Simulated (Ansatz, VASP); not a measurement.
# WSe2 in VASP and in Ansatz

INCAR

```
PREC = Accurate ; ENCUT = 520
EDIFF = 1E-6 ; ISMEAR = 0
SIGMA = 0.05 ; LREAL = False
LASPH = True ; NELM = 80
ALGO = Normal ; ISIF = 2
LWAVE = False ; LCHARG = False
GGA = PS ; NBANDS = 20
```

The input KPOINTS:

```
regular mesh
0
Gamma
  9 9 2
```

Contents of POSCAR:

```
WSe2
1.0
    3.1394039426      0.0000000000      0.0000000000
   -1.5697019713      2.7188035670      0.0000000000
    0.0000000000      0.0000000000     16.6611439352
W Se
1 2
Direct
    0.0000000000      0.0000000000      0.0000000000
    0.3333333333      0.6666666667      0.1003991023
    0.3333333333      0.6666666667      0.8996008977
```

Input for Ansatz:

```yaml
crystal:
  lattice:
    - [3.1394039426, 0.0, 0.0]
    - [-1.5697019713, 2.718803567, 0.0]
    - [0.0, 0.0, 16.6611439352]
  atoms:
    - { symbol: W, position: [0.0, 0.0, 0.0] }
    - { symbol: Se, position: [0.3333333333, 0.6666666667, 0.1003991023] }
    - { symbol: Se, position: [0.3333333333, 0.6666666667, 0.8996008977] }
basis:
  ecutwfc: 420
kpoints:
  mp_grid: { grid: [9, 9, 2] }
hamiltonian:
  xc: pbesol
  pseudopotentials: { kind: paw, azcp: { folder: soft_1 } }
scf:
  occupations: { method: gaussian, width: 0.05 }
output:
  forces: true
  stress: true
  eigenvalues: true
```

Change from the starting cell: mode 9 frozen in at +0.000 Å, equal normal strain along x and y -0.0400.

Alike in both runs: task single point; functional PBEsol; k mesh 9 × 9 × 2; occupations gaussian, width 0.05 eV; no spin polarisation.

|  | VASP | Ansatz |
| --- | --- | --- |
| version | VASP 6.6.1 | Ansatz 0.2.0 |
| potentials or method | VASP PAW PBE potentials, release 64 (W_sv, Se) | scalar-relativistic, plane waves, PAW |
| plane-wave cutoff (eV) | 520 | 420 |
| valence electrons in the cell | 26 | 46 |

|  | VASP | Ansatz | Ansatz less VASP |
| --- | --- | --- | --- |
| gap on the k mesh at the Fermi level (eV) | 1.73 | 1.73 | -0.002 |
| least direct gap on the mesh (eV) | 2.19 | 2.20 | +0.005 |
| rms of the force components (eV/Å) | 0.519 | 0.481 | -0.0383 |

Atom by atom the forces differ by 0.038 eV/Å (rms over components). The functional is the same, so the differences come from potentials, cutoffs and numerics. The two sets of potentials don't hold the same shells in valence. Ansatz warned: «pseudo_functional_mismatch».

Caveats: the PAW data sets were made with another functional, which shifts forces and pressure a little (VASP); spin-orbit coupling is left out, which moves the levels of the heavy elements.
